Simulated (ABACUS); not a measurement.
# YN under changes of volume

One of the cells (14.500 Å³/atom); the others are scaled copies at fixed shape and fractional positions:

```
CELL_PARAMETERS angstrom
0.00000 2.43850 2.43850
2.43850 0.00000 2.43850
2.43850 2.43850 0.00000
ATOMIC_POSITIONS crystal
Y 0.00000 0.00000 0.00000
N 0.50000 0.50000 0.50000
```

* Program: ABACUS 3.10.1
* Functional: PBEsol
* Potentials or basis: PseudoDojo NC SR 0.4.1 PBEsol standard
* Cutoff: 1143 eV
* Density cutoff: 4572 eV
* Basis: plane waves
* k mesh: 9 × 9 × 9
* Occupations: fermi-dirac, width 0.05 eV
* Spin: no spin polarisation

```tsv
volume (Å³/atom)	energy over the lowest point (meV/atom)	pressure (GPa)
13.630	18.72	9.3
13.920	5.73	5.1
14.210	0.00	1.3
14.500	?	?
14.790	7.50	-5.2
15.080	19.48	-8.0
15.370	36.22	-10.5
```

Problem. What does the run at 14.500 Å³/atom give?

Solution. Energy over the lowest point 0.81 meV/atom; pressure -2.1 GPa.

Worked out: A Birch-Murnaghan fit of order 3 (a polynomial in V^(-2/3)) to the other rows has its minimum at 14.32 Å³/atom with B0 = V·E''(V) = 171 GPa and B' = 4.2. It gives 0.81 meV/atom at 14.500 Å³/atom, against the run's 0.81, and -dE/dV = -2.1 GPa, against -2.1.

Energies are extrapolated to zero smearing.
